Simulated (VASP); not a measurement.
# La2O3 in VASP: a PBE single point

Aim: gap, levels, forces and stress of La2O3, database structure at fixed geometry. Runs: PBE. The results are then set beside those of Ansatz 0.2.0 for the same cell.

The runs shown are made with VASP 6.6.1. PAW datasets, plane waves. Spin-unpolarised throughout; all numbers are computed.

### Step 1. Starting point

The cell comes from an earlier relaxation with r2SCAN in another program, then strained, with the atoms relaxed again.

It is trigonal, P-3m1 (No. 164); conventional cell a = 3.935 Å, c = 6.126 Å, 16.43 Å³ an atom. Around La lie 7 O at 2.37–2.73 Å; around O lie 4 La at 2.37–2.45 Å; around O lie 6 La at 2.73 Å.

The structure in full:

```cif
data_structure
_symmetry_space_group_name_H-M 'P-3m1'
_symmetry_Int_Tables_number 164
_cell_length_a 3.9351
_cell_length_b 3.9351
_cell_length_c 6.1262
_cell_angle_alpha 90.000
_cell_angle_beta 90.000
_cell_angle_gamma 120.000
_cell_volume 82.16
loop_
_atom_site_label
_atom_site_type_symbol
_atom_site_symmetry_multiplicity
_atom_site_Wyckoff_symbol
_atom_site_fract_x
_atom_site_fract_y
_atom_site_fract_z
_atom_site_occupancy
La1 La 2 d 0.66667 0.33333 0.75384 1
O1 O 2 d 0.66667 0.33333 0.35389 1
O2 O 1 a 0.00000 0.00000 0.00000 1
```

### Step 2. PBE at this geometry

INCAR

```
ENCUT = 520.000000
SIGMA = 0.020000
EDIFF = 1.00e-07
GGA = PE
PREC = Accurate
IBRION = -1
ISIF = 2
ISMEAR = -1
NBANDS = 28
NELM = 120
NSW = 0
LASPH = .TRUE.
LCHARG = .TRUE.
LELF = .TRUE.
LWAVE = .FALSE.
LREAL = .FALSE.
```

KPOINTS

```
KPOINTS created by Atomic Simulation Environment
0
Gamma
12 12 4
0 0 0
```

KPOINTS_OPT

```
special points
8
Reciprocal
0.0000000000 0.0000000000 0.0000000000 1
0.5000000000 0.0000000000 0.0000000000 1
0.3333333333 0.3333333333 0.0000000000 1
0.0000000000 0.0000000000 0.5000000000 1
0.5000000000 0.0000000000 0.5000000000 1
0.3333333333 0.3333333333 0.5000000000 1
0.0000000000 0.5000000000 0.5000000000 1
0.0000000000 0.5000000000 0.0000000000 1
```

POSCAR

```
La O
 1.0000000000000000
     3.9351015445483859    0.0000000000288283   -0.0000000000000000
    -1.9675507722991590    3.4078979040358703    0.0000000000000000
    -0.0000000000000000    0.0000000000000000    6.1262271529431249
 La  O
   2   3
Cartesian
  1.9675507722658703  1.1359659680311756  4.6182144657727271
 -0.0000000000166441  2.2719319360335226  1.5080126871703967
  1.9675507722658703  1.1359659680311756  2.1679878011496605
 -0.0000000000166441  2.2719319360335226  3.9582393517934644
 -0.0000000000000000  0.0000000000000000 -0.0000000000000000
```

The run uses the recommended PBE PAW datasets (40 valence electrons a neutral cell).

Started as:

```
$ mpirun -np 1 vasp_std
```

Printed to the terminal (iteration lines stand in OSZICAR):

```text
POSCAR found type information on POSCAR LaO
 POSCAR found :  2 types and       5 ions
 LDA part: xc-table for (Slater+PW92), standard interpolation
 POSCAR, INCAR and KPOINTS ok, starting setup
 FFT: planning ... GRIDC
 FFT: planning ... GRID_SOFT
 FFT: planning ... GRID
 WAVECAR not read
 entering main loop
 Start KPOINTS_OPT (optional k-point list driver)
k-point batch [1-8\8]
```

OSZICAR, cut to the lines that bear on the results:

```text
N       E                     dE             d eps       ncg     rms          rms(c)
DAV:   1     0.474101968272E+03    0.47410E+03   -0.15504E+04  4024   0.218E+03
DAV:   2     0.847691513384E+02   -0.38933E+03   -0.37049E+03  5032   0.353E+02
DAV:   3    -0.327599371925E+02   -0.11753E+03   -0.11336E+03  6344   0.197E+02
DAV:   4    -0.465492679376E+02   -0.13789E+02   -0.13753E+02  6564   0.723E+01
DAV:   5    -0.474801332170E+02   -0.93087E+00   -0.93010E+00  6720   0.207E+01    0.149E+01
DAV:   6    -0.418456471646E+02    0.56345E+01   -0.49852E+01  6240   0.381E+01    0.755E+00
DAV:   7    -0.418203297311E+02    0.25317E-01   -0.53565E+00  7480   0.206E+01    0.349E+00
DAV:   8    -0.418228877495E+02   -0.25580E-02   -0.61053E-01  6776   0.603E+00    0.121E+00
DAV:   9    -0.418170355964E+02    0.58522E-02   -0.10529E-01  6984   0.235E+00    0.335E-01
DAV:  10    -0.418195526238E+02   -0.25170E-02   -0.24546E-02  6728   0.976E-01    0.163E-01
[... 8 lines left out ...]
   1 F= -.41820961E+02 E0= -.41820961E+02  d E =-.224828E-11
[... 3 lines left out ...]
DAV:   3     0.380115440031E+04   -0.74382E+03      720
DAV:   4     0.371591346094E+04   -0.85241E+02      768
DAV:   5     0.370954251088E+04   -0.63710E+01      760
DAV:   6     0.370887822195E+04   -0.66429E+00      840
DAV:   7     0.370884336129E+04   -0.34861E-01      768
DAV:   8     0.370883925991E+04   -0.41014E-02      816
DAV:   9     0.370883892123E+04   -0.33869E-03      800
DAV:  10     0.370883886536E+04   -0.55868E-04      816
DAV:  11     0.370883886013E+04   -0.52237E-05      800
DAV:  12     0.370883885924E+04   -0.89128E-06      704
DAV:  13     0.370883885917E+04   -0.71897E-07      568
```

The lines after F= are the extra pass for the points of KPOINTS_OPT, at fixed density; their E is not a total energy.

Parts of OUTCAR:

```text
k-points           NKPTS =     69   k-points in BZ     NKDIM =     69   number of bands    NBANDS=     28

   NELECT =      40.0000    total number of electrons

   dimension x,y,z NGX =    30 NGY =   30 NGZ =   48
   dimension x,y,z NGXF=    60 NGYF=   60 NGZF=   96

  energy-cutoff  :      520.00
  volume of cell :       82.16
      direct lattice vectors                 reciprocal lattice vectors
     3.935101545  0.000000000  0.000000000     0.254123048  0.146718010  0.000000000
    -1.967550772  3.407897904  0.000000000    -0.000000000  0.293436021  0.000000000
     0.000000000  0.000000000  6.126227153     0.000000000  0.000000000  0.163232602

 k-points in reciprocal lattice and weights: KPOINTS created by Atomic Simulation Env
   0.00000000  0.00000000  0.00000000       0.002
   0.08333333  0.00000000  0.00000000       0.010
   0.16666667  0.00000000  0.00000000       0.010
   0.25000000  0.00000000  0.00000000       0.010
   0.33333333  0.00000000  0.00000000       0.010
   0.41666667  0.00000000  0.00000000       0.010
   0.50000000  0.00000000  0.00000000       0.005
   0.08333333  0.08333333  0.00000000       0.010
[... 61 more k-points ...]

 E-fermi :   6.4055

 k-point     1 :       0.0000    0.0000    0.0000
  band No.  band energies     occupation
      1     -23.9018      2.00000
      2     -23.6642      2.00000
      3     -10.9838      2.00000
      4      -9.7406      2.00000
      5      -9.3003      2.00000
      6      -7.3680      2.00000
      7      -7.3680      2.00000
      8      -7.1396      2.00000
      9      -7.1396      2.00000
     10      -7.0471      2.00000
     11      -6.3024      2.00000
     12       3.5746      2.00000
     13       3.5746      2.00000
     14       3.7541      2.00000
     15       3.7541      2.00000
     16       3.8675      2.00000
     17       4.2901      2.00000
     18       5.5621      2.00000
     19       5.5621      2.00000
     20       5.8263      2.00000
     21      10.2397      0.00000
     22      10.5237      0.00000
     23      10.5237      0.00000
     24      11.0747      0.00000
     25      11.2811      0.00000
     26      11.2811      0.00000
     27      11.2861      0.00000
     28      11.5081      0.00000

 k-point     2 :       0.0833    0.0000    0.0000
  band No.  band energies     occupation
      1     -23.8899      2.00000
      2     -23.6592      2.00000
      3     -10.9814      2.00000
      4      -9.8763      2.00000
      5      -9.4050      2.00000
      6      -7.3967      2.00000
      7      -7.2571      2.00000
      8      -7.1481      2.00000
      9      -7.0622      2.00000
     10      -7.0539      2.00000
     11      -6.3034      2.00000
     12       3.6043      2.00000
     13       3.6490      2.00000
     14       3.6681      2.00000
     15       3.7997      2.00000
     16       3.8945      2.00000
     17       4.5094      2.00000
     18       5.4587      2.00000
     19       5.5546      2.00000
     20       5.7956      2.00000
     21      10.3155      0.00000
     22      10.5281      0.00000
     23      10.5738      0.00000
     24      11.0823      0.00000
     25      11.2374      0.00000
     26      11.2650      0.00000
     27      11.3487      0.00000
     28      11.5130      0.00000

 k-point     3 :       0.1667    0.0000    0.0000
  band No.  band energies     occupation
      1     -23.8565      2.00000
      2     -23.6462      2.00000
      3     -10.9948      2.00000
      4     -10.2010      2.00000
      5      -9.5995      2.00000
      6      -7.4700      2.00000
      7      -7.1749      2.00000
      8      -7.1190      2.00000
      9      -7.0724      2.00000
     10      -6.8961      2.00000
     11      -6.2154      2.00000
     12       3.4638      2.00000
     13       3.7986      2.00000
     14       3.9033      2.00000
     15       3.9744      2.00000
     16       3.9747      2.00000
     17       4.8318      2.00000
     18       5.2109      2.00000
     19       5.5468      2.00000
     20       5.7457      2.00000
     21      10.3144      0.00000
     22      10.5579      0.00000
     23      10.7034      0.00000
     24      11.1472      0.00000
     25      11.2245      0.00000
     26      11.2350      0.00000
     27      11.4051      0.00000
     28      11.4799      0.00000

 k-point     4 :       0.2500    0.0000    0.0000
  band No.  band energies     occupation
      1     -23.8084      2.00000
      2     -23.6302      2.00000
      3     -11.0651      2.00000
      4     -10.5831      2.00000
      5      -9.6951      2.00000
      6      -7.5623      2.00000
      7      -7.2976      2.00000
      8      -7.2165      2.00000
      9      -7.1073      2.00000
     10      -6.5615      2.00000
     11      -6.0111      2.00000
     12       3.4521      2.00000
     13       3.8972      2.00000
     14       4.0810      2.00000
     15       4.2174      2.00000
     16       4.3141      2.00000
     17       4.9701      2.00000
     18       5.0533      2.00000
     19       5.5628      2.00000
     20       5.7120      2.00000
     21      10.1344      0.00000
     22      10.6051      0.00000
     23      10.8644      0.00000
     24      11.1749      0.00000
     25      11.1857      0.00000
     26      11.2677      0.00000
     27      11.3889      0.00000
     28      11.4286      0.00000

 k-point     5 :       0.3333    0.0000    0.0000
  band No.  band energies     occupation
      1     -23.7556      2.00000
      2     -23.6179      2.00000
      3     -11.1829      2.00000
      4     -10.9242      2.00000
      5      -9.6365      2.00000
      6      -7.6482      2.00000
      7      -7.5878      2.00000
      8      -7.2610      2.00000
      9      -7.1558      2.00000
     10      -6.2280      2.00000
     11      -5.8338      2.00000
     12       3.5447      2.00000
     13       3.9453      2.00000
     14       4.1303      2.00000
     15       4.4540      2.00000
     16       4.7175      2.00000
     17       4.9973      2.00000
     18       5.1293      2.00000
     19       5.5918      2.00000
     20       5.6674      2.00000
     21       9.9556      0.00000
     22      10.6282      0.00000
     23      11.0097      0.00000
     24      11.1301      0.00000
     25      11.1756      0.00000
     26      11.2823      0.00000
     27      11.3539      0.00000
     28      11.3618      0.00000

 k-point     6 :       0.4167    0.0000    0.0000
  band No.  band energies     occupation
      1     -23.7112      2.00000
      2     -23.6142      2.00000
      3     -11.2772      2.00000
      4     -11.1650      2.00000
      5      -9.5033      2.00000
      6      -7.8600      2.00000
      7      -7.7080      2.00000
      8      -7.2947      2.00000
      9      -7.1894      2.00000
     10      -5.9694      2.00000
     11      -5.7562      2.00000
     12       3.6691      2.00000
     13       3.9588      2.00000
     14       4.0612      2.00000
     15       4.6210      2.00000
     16       5.0631      2.00000
     17       5.0870      2.00000
     18       5.2705      2.00000
     19       5.5777      2.00000
     20       5.6191      2.00000
     21       9.8352      0.00000
     22      10.6354      0.00000
     23      11.0903      0.00000
     24      11.1254      0.00000
     25      11.1367      0.00000
     26      11.2802      0.00000
     27      11.2903      0.00000
     28      11.3400      0.00000

 k-point     7 :       0.5000    0.0000    0.0000
  band No.  band energies     occupation
      1     -23.6921      2.00000
      2     -23.6155      2.00000
      3     -11.2926      2.00000
      4     -11.2708      2.00000
      5      -9.4307      2.00000
      6      -7.9782      2.00000
      7      -7.7293      2.00000
      8      -7.3071      2.00000
      9      -7.2015      2.00000
     10      -5.8389      2.00000
     11      -5.7710      2.00000
     12       3.7330      2.00000
     13       3.9599      2.00000
     14       4.0150      2.00000
     15       4.6695      2.00000
     16       5.1901      2.00000
     17       5.2095      2.00000
     18       5.2838      2.00000
     19       5.5186      2.00000
     20       5.6435      2.00000
     21       9.7893      0.00000
     22      10.6356      0.00000
     23      11.0819      0.00000
     24      11.1146      0.00000
     25      11.1805      0.00000
     26      11.2400      0.00000
     27      11.2771      0.00000
     28      11.3368      0.00000

[... the tables of k-points 8 to 69 left out ...]

  Total        0.4594880      0.4594880      0.6281299     -0.0000000     -0.0000000     -0.0000000
  in kB        8.9608484      8.9608484     12.2496716     -0.0000000     -0.0000000     -0.0000000
  external PRESSURE =      10.0571228 kB  Pullay stress =       0.0000000 kB

 POSITION                                       TOTAL-FORCE (eV/Angst)
 -----------------------------------------------------------------------------------
      1.96755      1.13597      4.61821         0.000000      0.000000     -0.037597
     -0.00000      2.27193      1.50801        -0.000000      0.000000      0.037597
      1.96755      1.13597      2.16799         0.000000     -0.000000     -0.004078
     -0.00000      2.27193      3.95824        -0.000000     -0.000000      0.004078
      0.00000      0.00000      0.00000         0.000000      0.000000      0.000000
 -----------------------------------------------------------------------------------
    total drift:                               -0.000000     -0.000000     -0.000000

  FREE ENERGIE OF THE ION-ELECTRON SYSTEM (eV)
  ---------------------------------------------------
  free  energy   TOTEN  =       -41.8209614291 eV

  energy  without entropy=      -41.8209614291  energy(sigma->0) =      -41.82096143
```

Hardware: 1 MPI rank of Intel Xeon Platinum 8488C, shared host.

The levels at the points of KPOINTS_OPT are read from vasprun.xml.

Band energies at the special points (eV, zero at the top of v, the last band that the electrons fill by count):

```
point    v−1      v     c   c+1
    Γ  -0.37  -0.11  4.31  4.59
    M  -0.41  -0.29  3.86  4.70
    K  -0.78  -0.11  3.87  4.73
    A  -0.28  -0.28  4.69  4.72
    L  -0.36   0.00  4.40  4.62
    H  -0.28  -0.22  4.25  4.83
```

Gap with PBE: 3.86 eV, valence top at L, conduction bottom at M. Least direct gap: 3.98 eV. Pressure: 1.01 GPa, and the largest force is 0.038 eV/Å, on atom 1 (La).

Density in a lattice plane of the grid's cell (edges 3.94 and 6.13 Å, at 0.333 of the third edge), which holds La and O.

Values in e/Å³, 12 rows by 8 columns:
```
0.12 0.14 0.13 0.14 0.39 0.79 0.70 0.27
0.17 0.09 0.09 0.32 1.35 1.61 1.70 0.94
0.24 0.13 0.13 0.49 1.70 0.30 0.99 1.31
0.21 0.19 0.19 0.32 1.25 1.68 1.69 0.86
0.11 0.15 0.14 0.13 0.32 0.68 0.59 0.22
0.07 0.07 0.07 0.09 0.24 0.52 0.44 0.17
0.11 0.09 0.09 0.18 0.91 3.91 2.89 0.52
0.20 0.26 0.24 0.27 1.39 6.46 4.90 0.76
0.24 0.45 0.41 0.24 0.49 1.37 1.09 0.34
0.17 0.32 0.29 0.14 0.12 0.18 0.17 0.11
0.12 0.21 0.19 0.09 0.05 0.05 0.05 0.06
0.13 0.21 0.18 0.10 0.07 0.09 0.09 0.08
```
Columns run along the first of these edges and rows up along the second, over one cell in 8 and 12 even steps from the bottom left corner. Atoms in the plane (fractional): La at (0.67, 0.75), O at (0.67, 0.35).

ELF in the same plane.

Ten even steps from '0' (0.03) to '9' (0.87):
```
1344320025665310
0122101379999851
0000003799999984
1000014998668996
1011015998436996
1133214899778995
0245312699999973
0255310247887520
0133210011222100
0000000134555310
0000001579999862
0000002699778973
0133212698558973
1366422589879962
1467531269999741
1355421136776410
0122210002343100
0111100000000000
1222211000000000
2344421000000001
```
Columns run along the first of these edges and rows up along the second, over one cell in 16 and 20 even steps from the bottom left corner. Atoms in the plane (fractional): La at (0.67, 0.75), O at (0.67, 0.35).

Both are smooth fields of the valence electrons: close to the nuclei they are not physical.

Maxima of ELF outside the ion cores: 0.84 in the shell around O, 0.6 Å from O.

### Step 3. Summary

```
level  gap (eV)  pressure (GPa)  Ansatz: gap (eV)  Ansatz: pressure (GPa)
  PBE      3.86            1.01              3.84                    1.30
```

What this shows: Spin-orbit coupling is left out, though the cell holds La (Z = 57); in an element this heavy it can shift bands and gaps by tenths of an eV. The two programs agree on the gap within 0.03 eV. Datasets and cutoffs are each program's own.
